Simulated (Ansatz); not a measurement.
ZrO₂ (fluorite)

```
ZrO2
1.0
    0.00000     5.11587     5.11587
    2.55794     0.00000     2.55794
    2.55794     2.55794     0.00000
Zr O
2 4
Direct
  0.00000   0.00000   0.00000
  0.50000   0.00000   0.00000
  0.12500   0.25000   0.25000
  0.62500   0.25000   0.25000
  0.37500   0.75000   0.75000
  0.87500   0.75000   0.75000
```

The atoms are displaced by Q × the pattern below (from a DFPT mode at L = (0.5, 0.0, 0.0), largest move 1; Q in Å), at fixed cell. It is one choice among 2 degenerate patterns. (q is in reciprocal vectors of the primitive cell; the cell shown is doubled to hold the pattern.)

```tsv
atom	x	y	z
O3	0.285	-0.520	0.805
O4	-0.285	0.520	-0.805
O5	0.285	-0.520	0.805
O6	-0.285	0.520	-0.805
```

Atoms not listed stay in place.

The numbers are results of PBE (plane waves to 420 eV, PAW, scalar-relativistic; Ansatz, an electronic-structure program), not measurements. k mesh 11×11×11 (Γ-centred), Fermi-Dirac smearing 0.05 eV. The energy includes the smearing's −TS. This is a high-temperature form of ZrO2. ZrO2 is run without spin polarisation. ZrO2 was relaxed with its symmetry unable to fall. The zero of ΔE is the undisplaced structure.

```csv
Q (Å),ΔE (meV/cell)
-0.2800,2222
-0.2333,withheld
-0.1867,971
-0.1400,543
-0.0933,240
-0.0467,60
0.0000,0
0.0467,60
0.0933,240
0.1400,543
0.1867,971
0.2333,withheld
0.2800,2222
```

### Question
Fit an even polynomial form (powers 2, 4) to the given rows and predict ΔE at Q = -0.2333.

### Answer
Least squares on the 11 given rows: ΔE = (27480)·Q² + (11030)·Q⁴, in meV/cell with Q in Å; root-mean-square residual 0.2 meV/cell. At -0.2333 the fit gives 1528 meV/cell; the calculation gives 1529 meV/cell, so the interpolation is off by -1 (-0.1 %). The quadratic term alone would give 1496 meV/cell.

(For displaced atoms, the force is minus the slope of the energy, and its curvature is a force constant, which sets phonon frequencies.)
